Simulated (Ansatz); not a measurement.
Crystal: Bi.

```
CELL_PARAMETERS angstrom
-4.44975 4.44975 2.06563
4.44975 -4.44975 2.06563
4.44975 4.44975 -2.06563
ATOMIC_POSITIONS crystal
Bi 0.14566 0.35434 0.50000
Bi 0.85434 0.64566 0.50000
Bi 0.64566 0.14566 0.79131
Bi 0.35434 0.85434 0.20869
```

This isn't the form of Bi at room conditions, which is rhombohedral.

| Property | Result |
| --- | --- |
| Program | Ansatz 0.2.0 |
| Task | single point |
| Functional | PBE |
| Potentials or basis | Ansatz PAW |
| Cutoff | 420 eV (not typed: the program's choice for these potentials) |
| k mesh | 7 × 7 × 7 |
| Occupations | fermi-dirac, width 0.05 eV |
| Spin | no spin polarisation |

On this cell: pressure 0.1 GPa; largest force 0.028 eV/Å; band gap on the k mesh none (metal or under the smearing width).

The same run follows on a disturbed copy (atoms moved at random, drawn with an rms of 0.05 Å):

```
Bi
1.0
    -4.44975    4.44975    2.06563
     4.44975   -4.44975    2.06563
     4.44975    4.44975   -2.06563
Bi
4
Direct
  0.14799 0.35691 0.50230
  0.85441 0.64374 0.49560
  0.65418 0.14783 0.79153
  0.34426 0.84668 0.21266
```

**Question.** What changes?

**Answer.** The energy (extrapolated to zero smearing) moves by +1.1 meV/atom; pressure 0.3 GPa; largest force 0.131 eV/Å; band gap on the k mesh none (metal or under the smearing width).

Forces on the atoms (eV/Å):
```
Bi  -0.062  0.016 -0.006
Bi   0.111  0.066 -0.024
Bi   0.059 -0.071  0.026
Bi  -0.109 -0.011  0.003
```

Stress tensor (GPa, compression positive):
```
 0.50 -0.02  0.03
-0.02  0.14  0.10
 0.03  0.10  0.22
```

Caveats: spin-orbit coupling is left out, which moves the levels of the heavy elements.
